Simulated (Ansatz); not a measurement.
# SrVO3: the cost of one run

Method: DFT PBE, scalar-relativistic, plane waves, PAW, in Ansatz 0.2.0.

2 further runs of the same task are left out: 2 set aside as unsound or not needed.

### 1 The system as given

The structure is cubic, space group Pm-3m (No. 221). The conventional cell has a = 3.859 Å, b = 3.859 Å, c = 3.859 Å, α = 90.00°, β = 90.00°, γ = 90.00°. Sr (site symmetry m-3m) is surrounded by 12 O at 2.73 Å. V (site symmetry m-3m) is surrounded by 6 O at 1.93 Å. Around O (site symmetry 4/mmm) lie 2 V at 1.93 Å and 4 Sr at 2.73 Å.

As a file:

```
Sr V O
1.0
     3.85886    0.00000    0.00000
     0.00000    3.85886    0.00000
     0.00000    0.00000    3.85886
Sr V O
1 1 3
Direct
  0.50000 0.50000 0.50000
  0.00000 0.00000 0.00000
  0.50000 0.00000 0.00000
  0.00000 0.50000 0.00000
  0.00000 0.00000 0.50000
```

This cell was relaxed beforehand with the same method: volume 11.49 Å³/atom, gap on the mesh none (metal), site moments up to 0.3 μB.

### 2 Zero strain

The input, input.yaml:

```yaml
crystal:
  lattice:
    - [3.858862068, 0.0, 0.0]
    - [0.0, 3.858862068, 0.0]
    - [0.0, 0.0, 3.858862068]
  atoms:
    - { symbol: Sr, position: [0.5, 0.5, 0.5] }
    - { symbol: V, position: [0.0, 0.0, 0.0], spin: 0.29 }
    - { symbol: O, position: [0.5, 0.0, 0.0] }
    - { symbol: O, position: [0.0, 0.5, 0.0] }
    - { symbol: O, position: [0.0, 0.0, 0.5] }
basis:
  ecutwfc: 420
kpoints:
  mp_grid: { grid: [10, 10, 10] }
hamiltonian:
  xc: pbe
scf:
  occupations: { method: gaussian, width: 0.1 }
output:
  forces: true
  stress: true
  eigenvalues: true
  populations: true
magnetization:
  spin_polarized: true
```

Launch:

```
$ ansatz run input.yaml --threads 1 --pin off --max-ram 2560MiB --backend cpu --events-out ev --progress --plain --runs-dir out
```

Q: Estimate wall time and peak memory on 1 thread of Arm Neoverse N1, shared host.

About 26 s, with a peak of 0.42 GiB.
